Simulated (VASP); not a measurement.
Computed with r2SCAN meta-GGA, VASP's PBE PAW potentials (set 64) (plane waves; VASP 6.6.1).

VASP ran on this input.

INCAR:
```
! general
SYSTEM  = BaF2(111) slab
PREC    = Normal
ENCUT   = 450
LREAL   = F
LASPH   = T

! electronic loop
EDIFF   = 1E-5
NELM    = 100
NELMIN  = 4
ALGO    = Normal
LMAXMIX = 4
LMIXTAU = T

! smearing
ISMEAR  = 0
SIGMA   = 0.05

! functional
METAGGA = R2SCAN

! ions
IBRION  = 2
NSW     = 50
ISIF    = 2
EDIFFG  = -0.03

! output
LWAVE   = T
LCHARG  = F

! other
LDIPOL  = T
IDIPOL  = 3
DIPOL   = 0.5 0.5 0.5
```

File POSCAR:
```
BaF2(111) slab
1.0
  4.4033750412   0.0000000000   0.0000000000
 -2.2016875206   3.8134345840   0.0000000000
  0.0000000000   0.0000000000  25.8521013668
F Ba
6 3
direct
  0.6666670000   0.3333330000   0.3261580000
  0.3333330000   0.6666670000   0.4652320000
  0.0000000000   0.0000000000   0.3956950000
  0.0000000000   0.0000000000   0.6043050000
  0.6666670000   0.3333330000   0.5347680000
  0.3333330000   0.6666670000   0.6738420000
  0.3333330000   0.6666670000   0.3609270000
  0.0000000000   0.0000000000   0.5000000000
  0.6666670000   0.3333330000   0.6390730000
```

KPOINTS:
```
Automatic mesh
0
Gamma
 5 5 1
0 0 0
```

POTCAR, in this order: F Ba_sv (PBE.64 set). Program: vasp_std.

The resulting files:

OSZICAR:
```
...
DAV:   2    -0.134489068370E+03    0.83300E-03   -0.53460E-03   478   0.409E-01    0.298E-02
DAV:   3    -0.134490445512E+03   -0.13771E-02   -0.95863E-04   436   0.223E-01    0.247E-02
DAV:   4    -0.134490010774E+03    0.43474E-03   -0.55063E-04   433   0.160E-01    0.141E-02
DAV:   5    -0.134490568751E+03   -0.55798E-03   -0.21606E-04   448   0.113E-01    0.477E-03
DAV:   6    -0.134490498217E+03    0.70534E-04   -0.97952E-05   430   0.814E-02    0.398E-03
DAV:   7    -0.134490598579E+03   -0.10036E-03   -0.59422E-05   436   0.702E-02    0.236E-03
DAV:   8    -0.134490548274E+03    0.50305E-04   -0.36769E-05   374   0.551E-02    0.153E-03
DAV:   9    -0.134490577628E+03   -0.29354E-04   -0.11666E-05   310   0.305E-02    0.154E-03
DAV:  10    -0.134490561485E+03    0.16143E-04   -0.13860E-05   333   0.328E-02    0.137E-03
DAV:  11    -0.134490509249E+03    0.52235E-04   -0.82795E-06   318   0.254E-02    0.118E-03
DAV:  12    -0.134490551592E+03   -0.42343E-04   -0.50391E-06   282   0.196E-02    0.109E-03
DAV:  13    -0.134490526478E+03    0.25115E-04   -0.33944E-06   313   0.162E-02    0.108E-03
DAV:  14    -0.134490518131E+03    0.83466E-05   -0.33356E-06   288   0.159E-02
   4 F= -.13449052E+03 E0= -.13449052E+03  d E =-.151513E-01
       N       E                     dE             d eps       ncg     rms          rms(c)
DAV:   1    -0.134489513895E+03    0.10126E-02   -0.39376E+00   430   0.111E+01    0.236E-01
DAV:   2    -0.134485295272E+03    0.42186E-02   -0.70889E-02   439   0.143E+00    0.998E-02
DAV:   3    -0.134493364637E+03   -0.80694E-02   -0.78694E-03   430   0.630E-01    0.816E-02
DAV:   4    -0.134488434916E+03    0.49297E-02   -0.56566E-03   430   0.489E-01    0.417E-02
DAV:   5    -0.134494934139E+03   -0.64992E-02   -0.21755E-03   436   0.360E-01    0.136E-02
DAV:   6    -0.134494733437E+03    0.20070E-03   -0.29590E-04   442   0.130E-01    0.140E-02
DAV:   7    -0.134494941509E+03   -0.20807E-03   -0.13605E-04   448   0.990E-02    0.842E-03
DAV:   8    -0.134494781126E+03    0.16038E-03   -0.15434E-04   430   0.845E-02    0.361E-03
DAV:   9    -0.134495063289E+03   -0.28216E-03   -0.11500E-04   430   0.834E-02    0.245E-03
DAV:  10    -0.134495049901E+03    0.13388E-04   -0.41423E-05   380   0.586E-02    0.216E-03
DAV:  11    -0.134495046169E+03    0.37327E-05   -0.16012E-05   306   0.357E-02
   5 F= -.13449505E+03 E0= -.13449505E+03  d E =-.452804E-02
       N       E                     dE             d eps       ncg     rms          rms(c)
DAV:   1    -0.134490470194E+03    0.45797E-02   -0.50168E+00   430   0.124E+01    0.269E-01
DAV:   2    -0.134486093164E+03    0.43770E-02   -0.91210E-02   442   0.161E+00    0.114E-01
DAV:   3    -0.134495346165E+03   -0.92530E-02   -0.98431E-03   430   0.712E-01    0.921E-02
DAV:   4    -0.134489782143E+03    0.55640E-02   -0.68645E-03   430   0.529E-01    0.465E-02
DAV:   5    -0.134497457006E+03   -0.76749E-02   -0.29147E-03   442   0.412E-01    0.145E-02
DAV:   6    -0.134497147843E+03    0.30916E-03   -0.33689E-04   436   0.129E-01    0.150E-02
DAV:   7    -0.134497350777E+03   -0.20293E-03   -0.13094E-04   454   0.901E-02    0.870E-03
DAV:   8    -0.134497241723E+03    0.10905E-03   -0.17595E-04   433   0.964E-02    0.393E-03
DAV:   9    -0.134497482951E+03   -0.24123E-03   -0.11842E-04   436   0.806E-02    0.231E-03
DAV:  10    -0.134497433403E+03    0.49548E-04   -0.31619E-05   374   0.507E-02    0.215E-03
DAV:  11    -0.134497508172E+03   -0.74768E-04   -0.31300E-05   374   0.514E-02    0.185E-03
DAV:  12    -0.134497474646E+03    0.33526E-04   -0.79744E-06   294   0.264E-02    0.134E-03
DAV:  13    -0.134497486734E+03   -0.12088E-04   -0.59805E-06   307   0.214E-02    0.133E-03
DAV:  14    -0.134497474688E+03    0.12046E-04   -0.17771E-06   288   0.115E-02    0.119E-03
DAV:  15    -0.134497493772E+03   -0.19084E-04   -0.28725E-06   288   0.155E-02    0.126E-03
DAV:  16    -0.134497491070E+03    0.27027E-05   -0.26537E-06   294   0.141E-02
   6 F= -.13449749E+03 E0= -.13449749E+03  d E =-.697294E-02
       N       E                     dE             d eps       ncg     rms          rms(c)
DAV:   1    -0.134496960541E+03    0.53323E-03   -0.52198E-01   436   0.400E+00    0.863E-02
DAV:   2    -0.134495600093E+03    0.13604E-02   -0.97763E-03   453   0.535E-01    0.358E-02
DAV:   3    -0.134497440894E+03   -0.18408E-02   -0.15299E-03   436   0.285E-01    0.300E-02
DAV:   4    -0.134496679921E+03    0.76097E-03   -0.98750E-04   436   0.219E-01    0.153E-02
DAV:   5    -0.134497601142E+03   -0.92122E-03   -0.42305E-04   436   0.159E-01    0.495E-03
DAV:   6    -0.134497604615E+03   -0.34732E-05   -0.40844E-05   448   0.474E-02
   7 F= -.13449760E+03 E0= -.13449760E+03  d E =-.708648E-02
       N       E                     dE             d eps       ncg     rms          rms(c)
DAV:   1    -0.134497153718E+03    0.44742E-03   -0.27073E-01   436   0.288E+00    0.637E-02
DAV:   2    -0.134496647863E+03    0.50586E-03   -0.51175E-03   456   0.391E-01    0.258E-02
DAV:   3    -0.134497538193E+03   -0.89033E-03   -0.93987E-04   439   0.237E-01    0.218E-02
DAV:   4    -0.134497130754E+03    0.40744E-03   -0.61502E-04   436   0.193E-01    0.113E-02
DAV:   5    -0.134497517339E+03   -0.38658E-03   -0.24520E-04   442   0.129E-01    0.446E-03
DAV:   6    -0.134497537075E+03   -0.19736E-04   -0.31698E-05   406   0.447E-02    0.424E-03
DAV:   7    -0.134497516597E+03    0.20478E-04   -0.18627E-05   353   0.378E-02    0.241E-03
DAV:   8    -0.134497554296E+03   -0.37698E-04   -0.11859E-05   304   0.311E-02    0.171E-03
DAV:   9    -0.134497601150E+03   -0.46855E-04   -0.20739E-05   352   0.414E-02    0.155E-03
DAV:  10    -0.134497534082E+03    0.67068E-04   -0.96142E-06   296   0.287E-02    0.133E-03
DAV:  11    -0.134497546184E+03   -0.12101E-04   -0.16503E-06   288   0.111E-02    0.119E-03
DAV:  12    -0.134497532406E+03    0.13777E-04   -0.19846E-06   288   0.129E-02    0.111E-03
DAV:  13    -0.134497544940E+03   -0.12533E-04   -0.12811E-06   282   0.964E-03    0.108E-03
DAV:  14    -0.134497546473E+03   -0.15335E-05   -0.83060E-07   282   0.777E-03
   8 F= -.13449755E+03 E0= -.13449755E+03  d E =-.702834E-02
       N       E                     dE             d eps       ncg     rms          rms(c)
DAV:   1    -0.134497462606E+03    0.82334E-04   -0.11962E-01   430   0.191E+00    0.412E-02
DAV:   2    -0.134496193457E+03    0.12691E-02   -0.35209E-03   430   0.346E-01    0.179E-02
DAV:   3    -0.134497602937E+03   -0.14095E-02   -0.15025E-03   430   0.262E-01    0.150E-02
DAV:   4    -0.134497449090E+03    0.15385E-03   -0.22524E-04   430   0.123E-01    0.769E-03
DAV:   5    -0.134497620729E+03   -0.17164E-03   -0.25517E-04   430   0.130E-01    0.399E-03
DAV:   6    -0.134497675063E+03   -0.54334E-04   -0.56775E-05   436   0.640E-02    0.290E-03
DAV:   7    -0.134497624962E+03    0.50101E-04   -0.14045E-05   325   0.355E-02    0.188E-03
DAV:   8    -0.134497659348E+03   -0.34386E-04   -0.98880E-06   284   0.296E-02    0.139E-03
DAV:   9    -0.134497626365E+03    0.32983E-04   -0.97216E-06   284   0.289E-02    0.132E-03
DAV:  10    -0.134497625892E+03    0.47268E-06   -0.20081E-06   276   0.121E-02
   9 F= -.13449763E+03 E0= -.13449763E+03  d E =-.710776E-02
       N       E                     dE             d eps       ncg     rms          rms(c)
DAV:   1    -0.134497467256E+03    0.15911E-03   -0.14811E-01   430   0.221E+00    0.579E-02
DAV:   2    -0.134496639856E+03    0.82740E-03   -0.39622E-03   430   0.366E-01    0.273E-02
DAV:   3    -0.134497798758E+03   -0.11589E-02   -0.53693E-04   430   0.195E-01    0.191E-02
DAV:   4    -0.134497549381E+03    0.24938E-03   -0.27734E-04   436   0.139E-01    0.102E-02
DAV:   5    -0.134497945283E+03   -0.39590E-03   -0.21322E-04   436   0.112E-01    0.352E-03
DAV:   6    -0.134498011564E+03   -0.66281E-04   -0.46010E-05   448   0.602E-02    0.292E-03
DAV:   7    -0.134498003228E+03    0.83360E-05   -0.51931E-06   276   0.202E-02
  10 F= -.13449800E+03 E0= -.13449800E+03  d E =-.377335E-03
```

### OUTCAR
```
------------------------ aborting loop because EDIFF is reached ----------------------------------------
  FORCE on cell =-STRESS in cart. coord.  units (eV):
  Direction    XX          YY          ZZ          XY          YZ          ZX
  --------------------------------------------------------------------------------------
  Total       -3.4828945     -3.4828944     -2.2144875      0.0000000      0.0000000      0.0000000
  in kB      -12.8544374    -12.8544370     -8.1730845      0.0000000      0.0000000      0.0000000
  external PRESSURE =     -11.2939863 kB  Pullay stress =       0.0000000 kB
  volume of cell :      434.11
      direct lattice vectors                 reciprocal lattice vectors
     4.403375041  0.000000000  0.000000000     0.227098530  0.131115400  0.000000000
    -2.201687521  3.813434584  0.000000000     0.000000000  0.262230800  0.000000000
     0.000000000  0.000000000 25.852101367     0.000000000  0.000000000  0.038681575
 POSITION                                       TOTAL-FORCE (eV/Angst)
 -----------------------------------------------------------------------------------
      2.20169      1.27114      8.49037         0.000000      0.000000      0.016558
     -0.00000      2.54229     11.98506        -0.000000      0.000000      0.026466
     -2.20169      3.81343     10.23486        -0.000000      0.000000      0.019645
      4.40338      0.00000     15.61724        -0.000000      0.000000     -0.019645
      2.20169      1.27114     13.86704         0.000000     -0.000000     -0.026466
     -0.00000      2.54229     17.36173        -0.000000      0.000000     -0.016558
     -0.00000      2.54229      9.31274         0.000000     -0.000000      0.020874
      4.40338      0.00000     12.92605        -0.000000      0.000000      0.000000
      2.20169      1.27114     16.53937        -0.000000      0.000000     -0.020874
 -----------------------------------------------------------------------------------
    total drift:                                0.000000      0.000000      0.000000
  FREE ENERGIE OF THE ION-ELECTRON SYSTEM (eV)
  ---------------------------------------------------
  free  energy   TOTEN  =      -134.4980032278 eV

  energy  without entropy=     -134.4980032278  energy(sigma->0) =     -134.49800323

 reached required accuracy - stopping structural energy minimisation
```
(Selected blocks of OUTCAR.)

**CONTCAR**
```
BaF2(111) slab
   1.00000000000000
     4.4033750412000003    0.0000000000000000    0.0000000000000000
    -2.2016875206000002    3.8134345839999999    0.0000000000000000
     0.0000000000000000    0.0000000000000000   25.8521013667999995
  F               Ba
     6     3
Direct
     0.6666669999999968    0.3333330000000032    0.3284209020052179
     0.3333330000000032    0.6666669999999968    0.4636009248914670
     0.0000000000000000    1.0000000000000000    0.3959006676282514
     1.0000000000000000    0.0000000000000000    0.6040993323717485
     0.6666669999999968    0.3333330000000032    0.5363990751085329
     0.3333330000000032    0.6666669999999968    0.6715790979947821
     0.3333330000000032    0.6666669999999968    0.3602313086835467
     1.0000000000000000    0.0000000000000000    0.5000000000000000
     0.6666669999999968    0.3333330000000032    0.6397686913164533
```

At this cut-off the stress carries a Pulay error, which pulls relaxed volumes low.

The cell is a thin slab with vacuum, built from BaF2 (fluorite): (111) face.
